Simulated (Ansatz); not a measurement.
System: α-quartz-type GeO2 (metastable phase). Method: r²SCAN+rVV10 in Ansatz (PAW).

Settings: plane-wave cutoff 500 eV, 12×12×6 k mesh (along the axes of the cell as run), gaussian smearing 0.02 eV, scalar-relativistic PAW data made under PBE.

Cell (relaxed at this level):

```cif
data_Ge3O6
_chemical_formula_sum 'Ge3 O6'
_space_group_name_H-M_alt 'P3221'
_space_group_IT_number 154
_space_group_name_Hall 'P 32 2"'
_cell_length_a 4.92380
_cell_length_b 4.92380
_cell_length_c 5.64898
_cell_angle_alpha 90.000
_cell_angle_beta 90.000
_cell_angle_gamma 120.000
loop_
_atom_site_label
_atom_site_type_symbol
_atom_site_symmetry_multiplicity
_atom_site_Wyckoff_symbol
_atom_site_fract_x
_atom_site_fract_y
_atom_site_fract_z
_atom_site_occupancy
Ge1 Ge 3 a 0.55306 0.55306 0.00000 1
O1 O 6 c 0.30870 0.39209 0.24650 1
```

**Question.** Give the computed band gap.

**Answer.** 
band gap: 4.19 eV (on the SCF k mesh)

Spin–orbit coupling is not included.

Static lattice: no zero-point or thermal effects.

Computing time: about 9 core-minutes (a rough figure).

Ansatz is a program for electronic structure.
